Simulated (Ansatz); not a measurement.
Relaxed CaF2 (fluorite):

```
CELL_PARAMETERS angstrom
      0.00000     5.51096     5.51096
      2.75548     0.00000     2.75548
      2.75548     2.75548     0.00000
ATOMIC_POSITIONS crystal
  Ca 0.00000 0.00000 0.00000
  Ca 0.50000 0.00000 0.00000
  F  0.12500 0.25000 0.25000
  F  0.62500 0.25000 0.25000
  F  0.37500 0.75000 0.75000
  F  0.87500 0.75000 0.75000
```

A phonon eigenvector at L = (0.5, 0.0, 0.0) is frozen into this cell: atom i moves by Q times the vector below, so Q is the largest atomic displacement, in Å. The cell is held. It is one choice among 2 degenerate patterns. (q is in reciprocal vectors of the primitive cell; the cell shown is doubled to hold the pattern.)

```tsv
atom	x	y	z
Ca1	0.285	-0.520	0.805
Ca2	-0.285	0.520	-0.805
F3	0.139	-0.253	0.391
F4	-0.139	0.253	-0.391
F5	-0.139	0.253	-0.391
F6	0.139	-0.253	0.391
```

Method: PBE (plane waves to 420 eV, PAW, scalar-relativistic; Ansatz, a program for electronic structure). k mesh 5×10×10 (Γ-centred), Fermi-Dirac smearing 0.05 eV. The energy includes the smearing's −TS. CaF2 was relaxed with its symmetry unable to fall. ΔE is measured from the undisplaced structure.

```tsv
Q (Å)	ΔE (meV/cell)
-0.180	110.1
-0.150	76.3
-0.120	48.8
-0.090	27.4
-0.060	withheld
-0.030	3.0
0.000	0.0
0.030	3.0
0.060	withheld
0.090	27.4
0.120	48.8
0.150	76.3
0.180	110.1
```

Problem. Fit an even polynomial form (powers 2, 4) to the given rows and predict ΔE at Q = 0.060.

Solution. Least squares on the 11 given rows: ΔE = (3378)·Q² + (604.2)·Q⁴, in meV/cell with Q in Å; root-mean-square residual 0.02 meV/cell. At 0.060 the fit gives 12.2 meV/cell; the calculation gives 12.2 meV/cell, the same to the digits shown. The quadratic term alone would give 12.2 meV/cell.

(A displaced cell: forces are minus the slopes of the energy, force constants its curvatures, and phonons follow from these.)
